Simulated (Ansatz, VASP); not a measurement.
**Na: VASP beside Ansatz**

```
CELL_PARAMETERS angstrom
-2.10403 2.10403 2.10403
2.10403 -2.10403 2.10403
2.10403 2.10403 -2.10403
ATOMIC_POSITIONS crystal
Na 0.00000 0.00000 0.00000
```

Alike in both runs: task relaxation of cell and atoms; functional PBE; k mesh 14 × 14 × 14; occupations gaussian, width 0.1 eV; no spin polarisation.

```csv
,VASP,Ansatz
version,VASP 6.6.1,Ansatz 0.2.0
potentials or method,"VASP PAW PBE potentials, release 64 (Na_pv)","scalar-relativistic, plane waves, PAW"
plane-wave cutoff (eV),600,420
valence electrons in the cell,7,9
```

VASP gave:

- gap on the k mesh at the Fermi level, each at its own relaxed structure (eV): none
- relaxed volume (Å³/atom): 37.10
- relaxed cell length with the largest relative difference (Å): 3.639

Task: Which values does Ansatz return?

Result: gap on the k mesh at the Fermi level, each at its own relaxed structure (eV): none; relaxed volume (Å³/atom): 36.95; relaxed cell length with the largest relative difference (Å): 3.634.

A gap of «none» marks a metal or a gap that the smearing closes. The two sets of potentials don't hold the same shells in valence.
